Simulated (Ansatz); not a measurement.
```cif
data_structure
_symmetry_space_group_name_H-M 'P 1'
_symmetry_Int_Tables_number 1
_cell_length_a 2.8468
_cell_length_b 2.8468
_cell_length_c 2.8468
_cell_angle_alpha 60.000
_cell_angle_beta 60.000
_cell_angle_gamma 60.000
_cell_volume 16.31
loop_
_atom_site_label
_atom_site_type_symbol
_atom_site_fract_x
_atom_site_fract_y
_atom_site_fract_z
_atom_site_occupancy
Li1 Li 0.00000 0.00000 0.00000 1
F1 F 0.50000 0.50000 0.50000 1
```

| Property | Result |
| --- | --- |
| orbitals | PBE |
| datasets | all-electron datasets in plane waves (scalar-relativistic, Gaussian nuclei) |
| k mesh | 4×4×4 |
| empty bands | 105 |
| response cutoff | 200 eV |
| wave cutoff | 3300 eV |
| frequencies | contour deformation |
| q → 0 term | analytic weight of Carrier, Rohra and Görling |
| band sums | cut at the band count |

Program: Ansatz. The Kohn-Sham gap (direct at Γ) is 9.08 eV and the electronic dielectric constant on this mesh 2.0.

(1) What G0W0 gap follows between the same band edges?

Results:

(1) 13.48 eV, a change of +4.40 eV. The valence edge moves by -2.77 eV (Z = 0.82) and the conduction edge by +1.63 eV (Z = 0.89).

The cell is a model at fixed atoms and needn't be the relaxed known crystal. The mesh is coarse, so these are values at the stated settings, not converged ones. Band sums or response are cut, so the gap isn't at its basis limit.
